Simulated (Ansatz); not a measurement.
## Bi: stationary points along a deformation path

Level of theory: DFT PBE+D3(BJ), scalar-relativistic, plane waves, PAW (Ansatz). Cutoff 420 eV, Γ-centred 18×18×18 k-points, Gaussian smearing of 0.15 eV. Spin–orbit coupling is left out, which can shift energies with elements as heavy as these. No spin polarisation. Energies are free energies at this smearing, counted from the undisturbed cell; pressure is positive in compression.

Reference structure (as given, not relaxed at this level; it stands at -1.7 GPa; this bcc form isn't the usual structure):

```
Bi
1.0
    -1.98143    1.98143    1.98143
     1.98143   -1.98143    1.98143
     1.98143    1.98143   -1.98143
Bi
1
Cartesian
  0.0000 0.0000 0.0000
```

At fixed volume and fractional coordinates, lengths along (0.000, 0.000, 1.000) are scaled against those across it; ρ is that ratio over its starting value. V = 31.117 Å³/atom. Δσ is the stress along the axis less the mean stress across it (compression positive).

| ρ | ΔE (meV/atom) | Δσ (GPa) | space group |
| --- | --- | --- | --- |
| 0.707 | 92.5 | 8.70 | I4/mmm |
| 0.780 | 23.9 | 2.21 | I4/mmm |
| 0.850 | 10.6 | 0.57 | I4/mmm |
| 1.000 | 0.0 | 0.00 | Im-3m |
| 1.200 | 27.1 | -2.07 | I4/mmm |
| 1.414 | 53.2 | 0.00 | Fm-3m |

Problem. How does the stress give the slope of the energy, and where is the energy stationary?

Solution. Along the path d ln(length) is 2/3 d ln ρ on the axis and −1/3 d ln ρ across it, so dE/d ln ρ = −(2/3) V Δσ: the energy falls with ρ where Δσ is positive. Δσ vanishes or changes sign at ρ = 1.000 (Im-3m), a minimum at 0.0 meV/atom; at ρ = 1.414 (Fm-3m, an end of the scan), at 53.2 meV/atom. Pairs of stationary points between two samples would go unseen, and could change a minimum read from distant neighbours into a maximum. At ρ = 1.000, 1.414 the cell is cubic, where symmetry alone makes the stress isotropic and the slope zero.

In a metal these slopes depend on the k mesh and the smearing.